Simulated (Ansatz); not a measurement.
## What a change of settings does to a run on GdN

The cell is COD entry 9008638, as deposited and not checked against the literature; nothing was relaxed. The listed cell was then made from it by scaling, straining or moving an atom.

First run: DFT, PBE, all-electron LAPW, scalar-relativistic (Ansatz 0.2.0).

Command: `ansatz run input.yaml --threads 1 --pin off --max-ram 3072MiB --backend cpu --events-out ev --progress --plain --runs-dir out` The run took 67 s on 1 thread of Arm Neoverse V1, on a shared host, peak memory 0.6 GiB.

```yaml
crystal:
  lattice:
    - [0.0, 2.5485222496, 2.5485222496]
    - [2.5485222496, 0.0, 2.5485222496]
    - [2.5485222496, 2.5485222496, 0.0]
  atoms:
    - { symbol: Gd, position: [0.0, 0.0, 0.0], spin: 7.0 }
    - { symbol: "N", position: [0.5, 0.5, 0.5] }
magnetization:
  spin_polarized: true
kpoints:
  mp_grid: { grid: [13, 13, 13] }
scf:
  occupations: { method: fermi_dirac, width: 0.05 }
hamiltonian:
  xc: pbe
  pseudopotentials: { kind: all_electron, lapw: { basis_error: 0.0005 } }
output:
  forces: true
  stress: true
  eigenvalues: true
```

Result: converged; pressure -8.59 GPa; moment 7.00 μB; 13 SCF iterations.

Semilocal functionals without a Hubbard term describe localised f shells poorly; where the shell is localised, the real material differs.

No spin–orbit coupling, which matters for the heavy atoms here.

A second input differs as follows:

```diff
@@ -13,4 +13,6 @@
 scf:
   occupations: { method: fermi_dirac, width: 0.05 }
+  mixing: { algorithm: anderson, beta: 0.001, ndim: 1 }
+  max_iter: 60
 hamiltonian:
   xc: pbe
```

**Question.** Does the change harm the result?

**Answer.** Not here: the run converged; energy at zero smearing 0.0 meV/atom from the first run; pressure -8.59 GPa; moment 7.00 μB; 38 SCF iterations, so the odd setting did no harm in this case.
